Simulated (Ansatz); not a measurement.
**Copper, hcp under r²SCAN: structure, energy and stiffness, part 1 of 2**

The plan for copper in the hcp structure: relax it, solve it on a dense k-mesh, switch on spin-orbit coupling, then scale the cell to 7 volumes from 88 to 112 % of the relaxed one and try a fit of the equation of state. The k-meshes are 14×14×8 for the relaxation; 23×23×13 for the dense run; 14×14×8 for spin-orbit coupling; 16×16×9 for the volumes.

This is Cu in the hcp structure; at room conditions it is fcc.

Program: Ansatz 0.2.0. Level of theory: DFT r2SCAN, plane waves (500 eV) with PAW, scalar-relativistic; PAW files made under PBE, frozen cores solved again for the functional. These are calculated values, not measurements.

## (1) The starting structure

Symmetry: P6_3/mmc, No. 194, hexagonal system. Conventional cell: a = 2.556 Å, b = 2.556 Å, c = 4.174 Å, α = 90.00°, β = 90.00°, γ = 120.00°. Cu (site symmetry -6m2) is surrounded by 12 Cu at 2.56 Å.

Coordinates:

```cif
data_structure
_symmetry_space_group_name_H-M 'P 1'
_symmetry_Int_Tables_number 1
_cell_length_a 2.5562
_cell_length_b 2.5562
_cell_length_c 4.1742
_cell_angle_alpha 90.000
_cell_angle_beta 90.000
_cell_angle_gamma 120.000
_cell_volume 23.62
loop_
_atom_site_label
_atom_site_type_symbol
_atom_site_fract_x
_atom_site_fract_y
_atom_site_fract_z
_atom_site_occupancy
Cu1 Cu 0.33333 0.66667 0.25000 1
Cu2 Cu 0.66667 0.33333 0.75000 1
```

## (2) Relaxation of the cell

Input file input.yaml:

```yaml
crystal:
  lattice:
    - [2.5561591618, 0.0, 0.0]
    - [-1.2780795809, 2.2136987702, 0.0]
    - [0.0, 0.0, 4.1742079112]
  atoms:
    - { symbol: Cu, position: [0.3333333333, 0.6666666667, 0.25] }
    - { symbol: Cu, position: [0.6666666667, 0.3333333333, 0.75] }
hamiltonian:
  xc: r2scan
  pseudopotentials:
    kind: paw
    azcp:
      Cu: "pseudopotentials/Cu.paw.azcp"
basis:
  ecutwfc: 500
  fft_grid_basis: typed
kpoints:
  mp_grid: { grid: [14, 14, 8], shift: [0, 0, 0] }
magnetization:
  spin_polarized: false
scf:
  occupations: { method: fermi_dirac, width: 0.1 }
relax:
  max_steps: 60
  f_tol: 0.01
  cell: {}
```

The run is started by

```
> ansatz run input.yaml --threads 1 --pin off --max-ram 3584MiB --backend cpu --events-out ev --progress --plain --runs-dir out
```

What it wrote, cut to the lines that bear on the results:

```text
[...]
Pseudopotentials: kind: paw
Pseudopotential: Cu, paw, valence charge 19, recommended cutoff 500 eV (meta_gga), <dir>
Functional definition: r2SCAN
[...]
Crystal: 2 atoms, lattice volume = 23.620 Å³
Basis set: ecut = 500 eV, 603 PW (Γ), exchange–correlation on 80×80×128 points (64 copies of the dense FFT grid, shifted against one another)
Bands: 23, of which v1, the nominal top of the filled ones, is band 19 counted from 1 (18 counted from 0)
Symmetry: 24 space group operations
Space group: P63/mmc (ITA 194), of the structure as read, at distance tolerance 2.9e-5 Å
k-points: 120 of 1568
[...]
SCF iter   1: F=—  HF=-13262.488646 eV  |F-HF|=—  |Δ(HF+E_count)|=         —  Δρ=4.03e-2  dr2=2.11e-1  dr2_τ=1.62e-3  ethr=1.77e-3  ⟨swp⟩=5.0  Hψ=10124  notcnv=0
[...]
relax step   1: F+E_penalty+E_count = -13262.45124676 eV  Δ(F+E_penalty+E_count) = +0.000e0 eV  max|allowed force component| = 4.626e-18 eV/Å  Δτ_max = 0.0000 Å  P = -4.499 GPa  Ω = 23.620 Å³  (7 SCF iters, dr2 threshold 1.00e-7 eV, accepted)
[...]
relax step   4: F+E_penalty+E_count = -13262.46178222 eV  Δ(F+E_penalty+E_count) = +1.296e-6 eV  max|allowed force component| = 1.156e-17 eV/Å  Δτ_max = 0.0000 Å  P = -0.002 GPa  Ω = 22.921 Å³  energy of the carried Pulay correction = +3.656e-4 eV  (4 SCF iters, dr2 threshold 7.91e-8 eV, accepted)
[...]
relax step   5: F+E_penalty+E_count = -13262.46147346 eV  Δ(F+E_penalty+E_count) = +3.088e-4 eV  max|allowed force component| = 9.252e-18 eV/Å  Δτ_max = 0.0000 Å  P = -0.027 GPa  Ω = 22.921 Å³  stress off target by 3.48e-2 GPa  SCF on the basis re-selected at this cell (its energy is not [...]
SCF converged after 5 iterations
Free energy (F): -13262.461473 eV
[...]
E sigma→0 (E₀):  -13262.448522 eV
Entropy (-TS):   -0.025904 eV (-12.952 meV/atom)
Fermi energy:    17.141662 eV
[...]
--- Forces (eV/Å), atoms counted from 1 ---
  atom   1  Cu     0.00000000     0.00000000    -0.00000000
  atom   2  Cu    -0.00000000     0.00000000     0.00000000
[...]
--- Stress (GPa, compression-positive) ---
       -0.034808      -0.000000       0.000000
       -0.000000      -0.034808       0.000000
        0.000000       0.000000      -0.010039
  P = ⅓ Tr σ = -0.0266 GPa (-0.266 kbar)
--- Relaxed structure (4 steps of the walk, 4 accepted, 1 SCFs on fresh bases) ---
  F+E_penalty+E_count = -13262.46147346 eV   max|allowed force component| = 9.252e-18 eV/Å   (the final SCF, on the basis selected at the relaxed cell)
  cell:  # Å, volume = 22.9209 Å³
    - [2.5288341103930185, 5.604966670785277e-33, -1.0294836742258672e-33]
    - [-1.2644170551965093, 2.1900345815569753, -7.866472296649743e-19]
    - [-1.8679409333515224e-33, -1.4833224527058757e-18, 4.138666234771303]
  atoms:
    - { symbol: Cu, position: [0.33333333333333337, 0.6666666666666667, 0.25] }
    - { symbol: Cu, position: [0.6666666666666665, 0.33333333333333337, 0.75] }
```

It took 47 s on 1 thread of Intel Xeon Platinum 8259CL at 2.50GHz (Skylake/Cascade Lake), shared host; peak memory 0.6 GiB.

Step by step:

| step | energy change (meV/atom) | largest force (eV/Å) | pressure (GPa) | volume (Å³/atom) |
| --- | --- | --- | --- | --- |
| 1 | 0.00 | 0.0000 | -4.50 | 11.810 |
| 2 | -4.00 | 0.0000 | -2.23 | 11.626 |
| 3 | -5.27 | 0.0000 | 0.15 | 11.450 |
| 4 | -5.27 | 0.0000 | 0.00 | 11.460 |
| 5 | -5.11 | 0.0000 | -0.03 | 11.460 |

Steps that repeat a cell are solved on a basis chosen anew, so their changes of energy are no gain of the relaxation.

Changes in the cell that was computed:

|  | before | after | change |
| --- | --- | --- | --- |
| a (Å) | 2.556 | 2.529 | -1.1 % |
| b (Å) | 2.556 | 2.529 | -1.1 % |
| c (Å) | 4.174 | 4.139 | -0.9 % |
| volume (Å³/atom) | 11.810 | 11.460 | -3.0 % |
| shortest distance (Å) | 2.556 | 2.529 | -1.1 % |
| space group (spins left aside) | P6_3/mmc | P6_3/mmc | same |

## (3) Single point on a dense mesh

Input file input.yaml:

```yaml
crystal:
  lattice:
    - [2.5288341104, 0.0, 0.0]
    - [-1.2644170552, 2.1900345816, 0.0]
    - [0.0, 0.0, 4.1386662348]
  atoms:
    - { symbol: Cu, position: [0.3333333333, 0.6666666667, 0.25] }
    - { symbol: Cu, position: [0.6666666667, 0.3333333333, 0.75] }
hamiltonian:
  xc: r2scan
  pseudopotentials:
    kind: paw
    azcp:
      Cu: "pseudopotentials/Cu.paw.azcp"
basis:
  ecutwfc: 500
  fft_grid_basis: typed
kpoints:
  mp_grid: { grid: [23, 23, 13], shift: [0, 0, 0] }
magnetization:
  spin_polarized: false
scf:
  occupations: { method: fermi_dirac, width: 0.1 }
```

The run is started by

```
> ansatz run input.yaml --threads 1 --pin off --max-ram 3584MiB --backend cpu --events-out ev --progress --plain --runs-dir out
```

What it wrote, cut to the lines that bear on the results:

```text
[...]
[... 3 set-up lines as earlier in the session ...]
[...]
Crystal: 2 atoms, lattice volume = 22.921 Å³
Basis set: ecut = 500 eV, 573 PW (Γ), exchange–correlation on 80×80×128 points (64 copies of the dense FFT grid, shifted against one another)
Bands: 23, of which v1, the nominal top of the filled ones, is band 19 counted from 1 (18 counted from 0)
[... 1 set-up line as earlier in the session ...]
Space group: P63/mmc (ITA 194), of the structure as read, at distance tolerance 2.8e-5 Å
k-points: 392 of 6877
[...]
SCF iter   1: F=—  HF=-13262.501204 eV  |F-HF|=—  |Δ(HF+E_count)|=         —  Δρ=3.96e-2  dr2=1.96e-1  dr2_τ=1.44e-3  ethr=1.77e-3  ⟨swp⟩=4.9  Hψ=33344  notcnv=0
[...]
SCF iter   7: F=-13262.466375 eV  HF=-13262.466375 eV  |F-HF|=2.20e-9  |Δ(HF+E_count)|=   1.67e-7  Δρ=4.82e-6  dr2=3.58e-9  dr2_τ=2.52e-11  ethr=2.38e-10  ⟨swp⟩=3.0  Hψ=22209  notcnv=0
[...]
SCF converged after 7 iterations
Free energy (F): -13262.466375 eV
[...]
E sigma→0 (E₀):  -13262.455653 eV
Entropy (-TS):   -0.021444 eV (-10.722 meV/atom)
Fermi energy:    17.226198 eV
[...]
```

It took 22 s on 1 thread of Intel Xeon Platinum 8259CL at 2.50GHz (Skylake/Cascade Lake), shared host; peak memory 0.66 GiB.

## (4) With spin-orbit coupling

Changes to input.yaml since step 3:

```diff
@@ -11,3 +11,3 @@
   pseudopotentials:
-    kind: paw
+    kind: paw_fr
     azcp:
@@ -18,6 +18,12 @@
 kpoints:
-  mp_grid: { grid: [23, 23, 13], shift: [0, 0, 0] }
+  mp_grid: { grid: [14, 14, 8], shift: [0, 0, 0] }
 magnetization:
-  spin_polarized: false
+  noncollinear: true
+  spin_orbit: true
 scf:
   occupations: { method: fermi_dirac, width: 0.1 }
+output:
+  write_density: true
+  write_potential: true
+  elf: true
+  volumetric_format: npy
```

The run is started by

```
> ansatz run input.yaml --threads 1 --pin off --max-ram 3584MiB --backend cpu --events-out ev --progress --plain --runs-dir out
```

What it wrote:

```text
Engine: ansatz 0.2.0, x86_64-unknown-linux-gnu
Pseudopotentials: kind: paw_fr
Pseudopotential: Cu, paw_fr, valence charge 19, recommended cutoff 500 eV (meta_gga), <dir>
[... 1 set-up line as earlier in the session ...]
  parameter k0 = 0.174
  parameter k1 = 0.065
  parameter a1 = 4.9479
  exchange = r2scan_x(k0 = k0, k1 = k1, a1 = a1)
  correlation = r2scan_c
non-collinear run that drives no moment, with spin-orbit: no starting moment large enough to seed its density (crystal.atoms[].spin), no starting occupations that ask for one, no magnetisation constraint and no magnetic field, so the semilocal B_xc is pinned to zero
Crystal: 2 atoms, lattice volume = 22.921 Å³
Basis set: ecut = 500 eV, 573 PW (Γ), exchange–correlation on 80×80×128 points (64 copies of the dense FFT grid, shifted against one another)
Bands: 46, of which v1, the nominal top of the filled ones, is band 38 counted from 1 (37 counted from 0)
Symmetry: 24 space group operations + 24 with time reversal
Magnetic group: BNS 194.264 (UNI 1494), of the structure as read, at distance tolerance 2.8e-5 Å
k-points: 120 of 1568
Projection manifold: j_resolved (fully-relativistic pseudo-atomic orbitals)
Non-local potential: Cu, projectors of the file, l = 0: 3, l = 1: 4, l = 2: 6, l = 3: 2
PAW form: soft (Blöchl's): semilocal exchange-correlation on the pseudo side does not see the compensation charge
PAW frozen core: Cu, regenerated for the run's functional (the file was generated under x = pbe(κ = 0.804, μ = 0.2195149727645171), c = pbe(β = 0.06672455060314922))
PAW one-centre angular grid: Cu, 590 points (default); XC on 160 Gauss nodes
Initial density: superposition of atomic densities (chi_scale 0.1, normalization cell)
Initial wavefunctions: pseudopotential atomic-orbital guess
Functional: x = r2scan, c = r2scan; τ floored in thin density (d = 2e-4 eV/Å³)
SCF iter   1: F=—  HF=-13260.126514 eV  |F-HF|=—  |Δ(HF+E_count)|=         —  Δρ=2.05e-1  dr2=6.00e0  dr2_τ=2.64e-3  dr2_m=0.00e0 (ungated)  ethr=3.10e-3  |M|=0.00e0 ∫|m|=0.00e0 μB  |m|>n=0.0e0 m-floor=0.0e0 τ_xc=0.0e0  β_m=0.30  ⟨swp⟩=7.1  Hψ=12813  notcnv=0  defer=74
preconditioner: auto → none  [metal: Δε(μ)=0.043 eV  Ē_g=10.812 eV  σ=0.100 eV  W_gap=0.11  n_scr=8 (ndim 8)  ℏωp=36.4 eV  f_vac=0.000  D(μ)=0.96/eV (n_scr^D=2)  sad-step TF]
SCF iter   2: F=—  HF=-13259.122932 eV  |F-HF|=—  |Δ(HF+E_count)|=    1.00e0  Δρ=5.13e-2  dr2=5.18e-1  dr2_τ=1.67e-2  dr2_m=0.00e0 (ungated)  ethr=3.10e-3  |M|=0.00e0 ∫|m|=0.00e0 μB  |m|>n=0.0e0 m-floor=0.0e0 τ_xc=0.0e0  β_m=0.34  ⟨swp⟩=2.6  Hψ=5221  notcnv=0  defer=268
SCF iter   3: F=—  HF=-13259.129410 eV  |F-HF|=—  |Δ(HF+E_count)|=   6.48e-3  Δρ=3.76e-2  dr2=2.74e-1  dr2_τ=4.68e-4  dr2_m=0.00e0 (ungated)  ethr=1.36e-3  |M|=0.00e0 ∫|m|=0.00e0 μB  |m|>n=0.0e0 m-floor=0.0e0 τ_xc=0.0e0  β_m=0.54  ⟨swp⟩=2.0  Hψ=3313  notcnv=0  defer=272
SCF iter   4: F=—  HF=-13259.076136 eV  |F-HF|=—  |Δ(HF+E_count)|=   5.33e-2  Δρ=2.11e-2  dr2=4.69e-2  dr2_τ=4.64e-5  dr2_m=0.00e0 (ungated)  ethr=7.22e-4  |M|=0.00e0 ∫|m|=0.00e0 μB  |m|>n=0.0e0 m-floor=0.0e0 τ_xc=0.0e0  β_m=0.75  ⟨swp⟩=2.0  Hψ=4207  notcnv=0  defer=272
SCF iter   5: F=—  HF=-13259.083639 eV  |F-HF|=—  |Δ(HF+E_count)|=   7.50e-3  Δρ=2.91e-3  dr2=1.57e-3  dr2_τ=1.01e-6  dr2_m=0.00e0 (ungated)  ethr=1.23e-4  |M|=0.00e0 ∫|m|=0.00e0 μB  |m|>n=0.0e0 m-floor=0.0e0 τ_xc=0.0e0  β_m=0.88  ⟨swp⟩=2.0  Hψ=4668  notcnv=0  defer=276
SCF iter   6: F=—  HF=-13259.083765 eV  |F-HF|=—  |Δ(HF+E_count)|=   1.26e-4  Δρ=1.05e-3  dr2=1.85e-4  dr2_τ=4.44e-7  dr2_m=0.00e0 (ungated)  ethr=4.13e-6  |M|=0.00e0 ∫|m|=0.00e0 μB  |m|>n=0.0e0 m-floor=0.0e0 τ_xc=0.0e0  β_m=0.89  ⟨swp⟩=2.1  Hψ=3819  notcnv=0  defer=276
SCF iter   7: F=—  HF=-13259.083750 eV  |F-HF|=—  |Δ(HF+E_count)|=   1.48e-5  Δρ=1.80e-4  dr2=5.18e-6  dr2_τ=1.27e-8  dr2_m=0.00e0 (ungated)  ethr=4.88e-7  |M|=0.00e0 ∫|m|=0.00e0 μB  |m|>n=0.0e0 m-floor=0.0e0 τ_xc=0.0e0  β_m=0.94  ⟨swp⟩=2.1  Hψ=3602  notcnv=0  defer=276
SCF iter   8: F=—  HF=-13259.083746 eV  |F-HF|=—  |Δ(HF+E_count)|=   4.32e-6  Δρ=1.41e-5  dr2=3.13e-8  dr2_τ=9.65e-11  dr2_m=0.00e0 (ungated)  ethr=2.63e-10  |M|=0.00e0 ∫|m|=0.00e0 μB  |m|>n=0.0e0 m-floor=0.0e0 τ_xc=0.0e0  β_m=0.97  ⟨swp⟩=7.3  Hψ=10837  notcnv=0
SCF iter   9: F=-13259.083746 eV  HF=-13259.083746 eV  |F-HF|=3.09e-11  |Δ(HF+E_count)|=   4.44e-9  Δρ=6.40e-7  dr2=5.60e-11  dr2_τ=1.06e-13  dr2_m=0.00e0 (ungated)  ethr=8.25e-11  |M|=0.00e0 ∫|m|=0.00e0 μB  |m|>n=0.0e0 m-floor=0.0e0 τ_xc=0.0e0  ⟨swp⟩=1.0  Hψ=6799  notcnv=0
SCF 1 converged in 9 iterations: F = -13259.083746 eV  dr2 = 5.60e-11
SCF converged after 9 iterations
Magnetization: |M| = 0.0000 μB,  M = (+0.0000, +0.0000, +0.0000) μB
Absolute magnetization: 0.0000 μB (∫|m|)
  site 0: m = (+0.0000, +0.0000, +0.0000) μB, |m| = 0.0000 μB  (R = 1.04 Å)
  site 1: m = (+0.0000, +0.0000, +0.0000) μB, |m| = 0.0000 μB  (R = 1.04 Å)
Free energy (F): -13259.083746 eV
Harris-Foulkes:  -13259.083746 eV  (|F-HF|=3.09e-11)
Internal energy: -13259.057770 eV  (E = F + TS)
E sigma→0 (E₀):  -13259.070758 eV
Entropy (-TS):   -0.025976 eV (-12.988 meV/atom)
Fermi energy:    17.145090 eV
--- Per-component energies (eV) ---
  E_band       = -751.026240
  E_kinetic    = 600.076711
  E_local      = -8010.232568  (includes V_loc(G=0)·N_el)
  E_nonlocal   = 789.470767
  E_hartree    = 3541.335663
  E_xc         = -167.872933
  E_vxc        = -249.761026  (∫ρ·V_xc dr)
  E_paw        = -3352.151830  (= ΣΔE_a)
  E_vpaw       = -981.237585  (= ΣTr[D̂ρ^β])
  E_aug_tail   = 0.000300  (compensation charges beyond the density's cutoff)
  E_vtau       = 17.984938  (kinetic-family band-sum trace: ∫τ·v_τ [+ j·A + Jᵃ·Aᵃ] dr)
  E_ewald      = -6659.081116
  E_core_change = -0.602765  (= ΣΔE_core)
  E_smearing   = -0.025976  (= −TS)
  E_closure    = 0.000000  (closes the sum)
  Σ components = -13259.083746   (vs F -13259.083746, Δ=0.00e0)
--- Band table (eV; the first three rows and the last of 120) ---
  k-point 0: bands = ["-99.2873", "-99.2873", "-99.2714", "-99.2714", "-56.8506", "-56.8506", "-56.8015", "-56.8015", "-54.3007", "-54.3007", "-54.2298", "-54.2298", "-54.2108", "-54.2108", "-54.2092", "-54.2092", "7.2451", "7.2451", "11.7820", "11.7820", "13.9378", "13.9378", "13.9588", "13.9588", "14.1398", "14.1398", "14.1680", "14.1680", "14.3929", "14.3929", "14.5605", "14.5605", "14.6697", "14.6697", "15.3155", "15.3155", "15.4476", "15.4476", "16.0158", "16.0158", "21.3024", "21.3024", "39.6361", "39.6361", "40.2078", "40.2078"]
  k-point 1: bands = ["-99.2867", "-99.2867", "-99.2720", "-99.2720", "-56.8487", "-56.8487", "-56.8034", "-56.8034", "-54.2973", "-54.2973", "-54.2291", "-54.2291", "-54.2127", "-54.2127", "-54.2115", "-54.2115", "7.3962", "7.3962", "11.6893", "11.6893", "13.9184", "13.9184", "13.9275", "13.9275", "14.1178", "14.1178", "14.1364", "14.1364", "14.3591", "14.3591", "14.6328", "14.6328", "14.7245", "14.7245", "15.2808", "15.2808", "15.4180", "15.4180", "15.4360", "15.4360", "22.3125", "22.3125", "39.6417", "39.6417", "40.3565", "40.3565"]
  k-point 2: bands = ["-99.2849", "-99.2849", "-99.2737", "-99.2737", "-56.8433", "-56.8433", "-56.8086", "-56.8086", "-54.2875", "-54.2875", "-54.2270", "-54.2270", "-54.2228", "-54.2228", "-54.2136", "-54.2136", "7.8428", "7.8428", "11.3080", "11.3080", "13.8501", "13.8501", "13.8875", "13.8875", "14.0572", "14.0572", "14.0876", "14.0876", "14.2675", "14.2675", "14.3937", "14.3937", "14.7906", "14.7906", "14.8612", "14.8612", "15.2981", "15.2981", "15.3951", "15.3951", "24.5437", "24.5437", "37.0111", "37.0111", "39.7665", "39.7665"]
  k-point 119: bands = ["-99.2673", "-99.2673", "-99.2673", "-99.2673", "-56.8624", "-56.8624", "-56.8619", "-56.8619", "-54.3111", "-54.3111", "-54.2906", "-54.2906", "-54.2678", "-54.2678", "-54.2480", "-54.2480", "12.8762", "12.8762", "12.8766", "12.8766", "13.2426", "13.2426", "13.2674", "13.2674", "13.6284", "13.6284", "13.7640", "13.7640", "14.5186", "14.5186", "14.6814", "14.6814", "15.4160", "15.4160", "15.4496", "15.4496", "21.0177", "21.0177", "21.0247", "21.0247", "23.1364", "23.1364", "23.1555", "23.1555", "25.2084", "25.2084"]
```

Wall time 60 s (1 thread of Intel Xeon Platinum 8259CL at 2.50GHz (Skylake/Cascade Lake), shared host); peak memory 0.7 GiB.

With and without spin-orbit coupling:

|  | scalar-relativistic | with spin-orbit coupling |
| --- | --- | --- |
| k-mesh | 23×23×13 | 14×14×8 |
| gap on the mesh | none (levels filled in part) | none (levels filled in part) |

The meshes differ, so small differences between the columns need not come from spin-orbit coupling.

Density in a lattice plane of the grid's cell (edges 2.53 and 4.14 Å, at 0.333 of the third edge), which holds Cu.

Values in e/Å³, 12 rows by 8 columns:
```
 0.31  0.22  0.24  0.39  1.10  2.19  1.85  0.77
 0.56  0.28  0.32  1.02  7.01 21.06 15.93  3.81
 0.81  0.31  0.37  1.64 15.47 52.82 38.71  7.63
 0.55  0.28  0.32  1.01  6.56 19.04 14.53  3.64
 0.31  0.23  0.24  0.39  1.14  2.34  1.95  0.79
 0.24  0.23  0.23  0.25  0.31  0.37  0.35  0.29
 0.31  0.38  0.37  0.29  0.25  0.25  0.24  0.25
 0.55  0.99  0.95  0.50  0.30  0.25  0.25  0.32
 0.79  1.62  1.56  0.70  0.33  0.25  0.26  0.37
 0.55  1.00  0.96  0.51  0.29  0.24  0.24  0.32
 0.31  0.37  0.37  0.29  0.25  0.23  0.23  0.25
 0.24  0.22  0.23  0.25  0.29  0.33  0.32  0.28
```
Columns run along the first of these edges and rows up along the second, over one cell in 8 and 12 even steps from the bottom left corner. Atoms in the plane (fractional): Cu at (0.67, 0.75).

ELF in the same plane.

Ten even steps from ' ' (0.16) to '@' (0.88):
```
  ........                  
    ....          ....      
    ..        ..--==--::..  
            ..--**%%%%++::  
            ..==##@@@@##--  
            ..--**%%%%++::  
    ..        ..--====::..  
    ....        ......      
  ......                    
  ..                        
            ..............  
              ....::::....  
              ....::::..    
                ........    
                ........    
                ........    
              ....::::..    
              ....::::....  
            ................
....  ......                
```
Columns run along the first of these edges and rows up along the second, over one cell in 14 and 20 even steps from the bottom left corner. Atoms in the plane (fractional): Cu at (0.67, 0.75).

Both are smooth fields of the valence electrons: close to the nuclei they are not physical.

## (5) The cell scaled to 88 % of its volume

Input file input.yaml:

```yaml
crystal:
  lattice:
    - [2.4233411944, 0.0, 0.0]
    - [-1.2116705972, 2.0986750363, 0.0]
    - [0.0, 0.0, 3.9660175158]
  atoms:
    - { symbol: Cu, position: [0.3333333333, 0.6666666667, 0.25] }
    - { symbol: Cu, position: [0.6666666667, 0.3333333333, 0.75] }
hamiltonian:
  xc: r2scan
  pseudopotentials:
    kind: paw
    azcp:
      Cu: "pseudopotentials/Cu.paw.azcp"
basis:
  ecutwfc: 500
  fft_grid_basis: typed
kpoints:
  mp_grid: { grid: [16, 16, 9], shift: [0, 0, 0] }
magnetization:
  spin_polarized: false
scf:
  occupations: { method: fermi_dirac, width: 0.1 }
  lower_state_search: "off"
output:
  stress: true
  write_density: true
  write_potential: true
  elf: true
  volumetric_format: npy
```

The run is started by

```
> ansatz run input.yaml --threads 1 --pin off --max-ram 3584MiB --backend cpu --events-out ev --progress --plain --runs-dir out
```

What it wrote, cut to the lines that bear on the results:

```text
[...]
[... 3 set-up lines as earlier in the session ...]
[...]
Crystal: 2 atoms, lattice volume = 20.170 Å³
Basis set: ecut = 500 eV, 537 PW (Γ), exchange–correlation on 72×72×120 points (64 copies of the dense FFT grid, shifted against one another)
Bands: 23, of which v1, the nominal top of the filled ones, is band 19 counted from 1 (18 counted from 0)
[... 1 set-up line as earlier in the session ...]
Space group: P63/mmc (ITA 194), of the structure as read, at distance tolerance 2.7e-5 Å
k-points: 150 of 2304
[...]
SCF iter   1: F=-13262.151245 eV  HF=-13262.279560 eV  |F-HF|=1.28e-1  |Δ(HF+E_count)|=         —  Δρ=3.88e-2  dr2=1.61e-1  dr2_τ=1.10e-3  ethr=1.77e-3  ⟨swp⟩=4.9  Hψ=13316  notcnv=0
[...]
SCF iter   6: F=-13262.252745 eV  HF=-13262.252745 eV  |F-HF|=7.97e-8  |Δ(HF+E_count)|=   5.42e-6  Δρ=3.21e-5  dr2=9.62e-8  dr2_τ=8.72e-9  ethr=2.63e-10  ⟨swp⟩=6.7  Hψ=25096  notcnv=0
[...]
SCF converged after 6 iterations
Free energy (F): -13262.252745 eV
[...]
E sigma→0 (E₀):  -13262.243145 eV
Entropy (-TS):   -0.019199 eV (-9.599 meV/atom)
Fermi energy:    20.214062 eV
[...]
--- Stress (GPa, compression-positive) ---
       28.425725       0.000000       0.000000
        0.000000      28.425725       0.000000
        0.000000       0.000000      28.232435
  P = ⅓ Tr σ = 28.3613 GPa (283.613 kbar)
--- Band table (eV; the first three rows and the last of 150) ---
  k-point 0: bands = ["-96.6432", "-96.6141", "-52.5530", "-52.3838", "-52.3838", "-52.3548", "-52.3548", "-52.3519", "9.1798", "13.9681", "16.5485", "16.6246", "16.6246", "16.8992", "16.8992", "17.2732", "17.2732", "18.2356", "18.2356", "18.6194", "25.0510", "43.7047", "45.4320"]
[...]
```

It took 14 s on 1 thread of Intel Xeon Platinum 8259CL at 2.50GHz (Skylake/Cascade Lake), shared host; peak memory 0.58 GiB.

(Continued in part 2 of 2.)
